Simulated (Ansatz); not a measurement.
## Step by step: KBr, relaxation of cell and atoms

Method: Ansatz 0.2.0, DFT, PBEsol, all-electron LAPW, scalar-relativistic.

Command: `ansatz run input.yaml --threads 1 --pin off --max-ram 2048MiB --backend cpu --events-out ev --progress --plain --runs-dir out` The run took 10 s on 1 thread of Arm Neoverse V1, with other jobs on the host.

```yaml
crystal:
  lattice:
    - [0.0, 3.3434260326, 3.3434260326]
    - [3.3434260326, 0.0, 3.3434260326]
    - [3.3434260326, 3.3434260326, 0.0]
  atoms:
    - { symbol: K, position: [0.0, 0.0, 0.0] }
    - { symbol: Br, position: [0.5, 0.5, 0.5] }
kpoints:
  mp_grid: { grid: [7, 7, 7] }
scf:
  occupations: { method: fermi_dirac, width: 0.02 }
hamiltonian:
  xc: pbesol
  pseudopotentials: { kind: all_electron, lapw: { basis_error: 0.001 } }
output:
  forces: true
  stress: true
relax:
  f_tol: 0.005
  max_steps: 80
  cell: {}
```

The geometry is COD entry 9008650, unchecked; take it as a test cell. The listed cell was then made from it by scaling, straining or moving an atom.

Each frame lists the cell vectors (Å), then Cartesian positions (Å); symmetry keeps all forces zero. Free energies count from the first step, -87244.8075 eV.

The walk took 5 evaluations in all; steps that aren't listed are left out.

Step 1: E = 0.0 meV, P = -0.82 GPa

```
cell 0.0000 3.3434 3.3434 3.3434 0.0000 3.3434 3.3434 3.3434 0.0000
K     0.0000    0.0000    0.0000
Br    3.3434    3.3434    3.3434
```

Step 2:

```
cell 0.0000 3.3152 3.3152 3.3152 0.0000 3.3152 3.3152 3.3152 0.0000
K     0.0000    0.0000    0.0000
Br    3.3152    3.3152    3.3152
```

Step 3: E = -12.1 meV, P = 0.08 GPa

```
cell 0.0000 3.2696 3.2696 3.2696 0.0000 3.2696 3.2696 3.2696 0.0000
K     0.0000    0.0000    0.0000
Br    3.2696    3.2696    3.2696
```

Q: Give the energy, pressure of step 2.

A: E = -7.8 meV, P = -0.51 GPa
```
K     0.0000    0.0000    0.0000
Br    3.3152    3.3152    3.3152
```

Q: How does the relaxation end?

A: It converges, with a = 6.551 Å, b = 6.551 Å, c = 6.551 Å, α = 90.00°, β = 90.00°, γ = 90.00° (conventional cell, space group Fm-3m). The last solve (on a basis chosen afresh for the final cell, so its energy is not quite comparable) gives E = -12.2 meV, P = -0.01 GPa:
```
cell 0.0000 3.2755 3.2755 3.2755 0.0000 3.2755 3.2755 3.2755 0.0000
K     0.0000    0.0000    0.0000
Br    3.2755    3.2755    3.2755
```
